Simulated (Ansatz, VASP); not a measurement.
# ZnS in VASP and in Ansatz

```
Zn S
1.0
     3.78224    0.00000    0.00000
    -1.89112    3.27551    0.00000
     0.00000    0.00000    6.20818
Zn S
2 2
Direct
  0.33333 0.66667 0.99100
  0.66667 0.33333 0.49100
  0.33333 0.66667 0.38400
  0.66667 0.33333 0.88400
```

Change from the starting cell: polar distortion scaled by 0.85.

Alike in both runs: task single point; functional PBEsol; k mesh 9 × 9 × 6; no spin polarisation.

|  | VASP | Ansatz |
| --- | --- | --- |
| version | VASP 6.6.1 | Ansatz 0.2.0 |
| potentials or method | VASP PAW PBE potentials, release 64 (Zn, S) | scalar-relativistic, plane waves, PAW |
| plane-wave cutoff (eV) | 520 | 420 |
| occupations | gaussian, width 0.01 eV | fixed |
| valence electrons in the cell | 36 | 36 |

|  | VASP | Ansatz | Ansatz less VASP |
| --- | --- | --- | --- |
| gap on the k mesh at the Fermi level (eV) | 2.21 | 2.20 | -0.012 |
| least direct gap on the mesh (eV) | 2.21 | 2.20 | -0.012 |
| pressure (GPa) | 0.7 | 0.5 | -0.19 |
| largest component of the traceless stress (GPa) | 2.73 | 2.71 | -0.025 |
| rms of the force components (eV/Å) | 0.312 | 0.309 | -0.0026 |

Atom by atom the forces differ by 0.003 eV/Å (rms over components). Ansatz warned: «pseudo_functional_mismatch».

Caveats: the PAW data sets were made with another functional, which shifts forces and pressure a little (VASP).
